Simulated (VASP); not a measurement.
## Li: single point with PBEsol

Li:

```xyz
2
Lattice="3.1882 0.0000 0.0000 -1.5941 2.7611 0.0000 0.0000 0.0000 4.8895" Properties=species:S:1:pos:R:3 pbc="T T T"
Li    0.0000    1.8407    1.2224
Li    1.5941    0.9204    3.6672
```

This isn't the form of Li at room conditions, which is bcc.

| Item | Value |
| --- | --- |
| Program | VASP 6.6.1 |
| Task | single point |
| Functional | PBEsol |
| Potentials or basis | VASP PAW PBE potentials, release 64 (Li_sv) |
| Cutoff | 520 eV |
| k mesh | 12 × 12 × 7 |
| Occupations | gaussian, width 0.1 eV |
| Spin | no spin polarisation |
| Dipole correction | no |
| Further INCAR settings | ALGO = Normal; EDIFF = 1e-06; NBANDS = 10 |

```
Band gap on the k mesh : none (metal or under the smearing width)
```

Levels at points of the mesh, in eV from the Fermi level:
```csv
k point,band 1,band 2,band 3,band 4,band 5,band 6,band 7
"(0.00, 0.00, 0.00)",-46.04,-46.02,-3.49,0.34,3.23,11.24,11.24
"(0.50, 0.00, 0.00)",-46.02,-46.02,-0.21,0.82,4.60,5.80,6.31
```

Wall time 11 s on 1 thread of AMD EPYC 9R45 96-Core Processor (Zen 5), with other jobs on the host, peak memory 0.13 GiB.
